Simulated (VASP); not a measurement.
Here is a VASP 6.6.1 calculation.

File INCAR:

```
PREC = Accurate
ENCUT = 600
EDIFF = 1E-6
ISMEAR = 1
SIGMA = 0.1
LREAL = F
LASPH = T
NELM = 80
ALGO = Normal
ISIF = 3
LWAVE = F
LCHARG = F
GGA = PE
IVDW = 12
IBRION = 2
NSW = 90
EDIFFG = -0.01
```

File KPOINTS:

```
Automatic mesh
0
Gamma
  16 16 16
```

POSCAR

```
W
1.0
   -1.5823450000      1.5823450000      1.5823450000
    1.5823450000     -1.5823450000      1.5823450000
    1.5823450000      1.5823450000     -1.5823450000
W
1
Direct
    0.0000000000      0.0000000000      0.0000000000
```

Potentials or basis: VASP PAW PBE potentials, release 64 (W_sv).

Run with:

```console
$ cat potpaw_PBE.64/W_sv/POTCAR > POTCAR
$ mpirun -np 1 vasp_std > vasp.out
```

Question: What does it give for the relaxed cell?

Answer: a = 2.737 Å, b = 2.737 Å, c = 2.737 Å, α = 109.47°, β = 109.47°, γ = 109.47°.

Question: Predict the space group after relaxing (to 0.05 Å).

Answer: Im-3m (No. 229).

Question: Estimate the band gap on the k mesh.

Answer: None (metal or under the smearing width).

Step by step:
```
step  energy change (eV)  largest force (eV/Å)  pressure (GPa)  volume (Å³)
   1              0.0000                0.0000           -1.38        15.85
   2              0.0036                0.0000            5.18        15.54
   3             -0.0003                0.0000            0.03        15.78
```

Caveat: pairwise dispersion overbinds metals, which lowers pressure and volume. Spin-orbit coupling is left out, which matters for the levels of W.
